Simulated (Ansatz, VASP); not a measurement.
**Pt in VASP and in Ansatz**

```xyz
16
Lattice="5.6160 0.0000 0.0000 2.8080 4.8636 0.0000 0.0000 0.0000 24.8781" Properties=species:S:1:pos:R:3 pbc="T T T"
Pt    0.0000    0.0000    9.0000
Pt    2.8080    0.0000    9.0000
Pt    1.4040    2.4318    9.0000
Pt    4.2120    2.4318    9.0000
Pt    1.4040    0.8106   11.2927
Pt    4.2120    0.8106   11.2927
Pt    2.8080    3.2424   11.2927
Pt    5.6160    3.2424   11.2927
Pt    0.0000    1.6212   13.5556
Pt    2.8080    1.6212   13.5556
Pt    1.4040    4.0530   13.5556
Pt    4.2120    4.0530   13.5556
Pt    0.0000    0.0000   15.8545
Pt    2.8080    0.0000   15.8545
Pt    1.4040    2.4318   15.8545
Pt    4.2120    2.4318   15.8545
```

Alike in both runs: functional PBE; k mesh 6 × 6 × 1; occupations gaussian, width 0.1 eV; no spin polarisation.

Ansatz relaxed the structure, and its values are those at the end. VASP's run is a single point on that final structure, the one shown.

```csv
,VASP,Ansatz
version,VASP 6.6.1,Ansatz 0.2.0
potentials or method,"VASP PAW PBE potentials, release 64 (Pt)","scalar-relativistic, plane waves, PAW"
plane-wave cutoff (eV),520,420
valence electrons in the cell,160,288
```

Ansatz gave:

- gap on the k mesh at the Fermi level (eV): none
- rms of the force components (eV/Å): 0.014

What did VASP give for the same quantities?

gap on the k mesh at the Fermi level (eV): none; rms of the force components (eV/Å): 0.013.

A gap of «none» marks a metal or a gap that the smearing closes. The two sets of potentials don't hold the same shells in valence.

Spin-orbit coupling is left out, which matters for the levels of Pt.
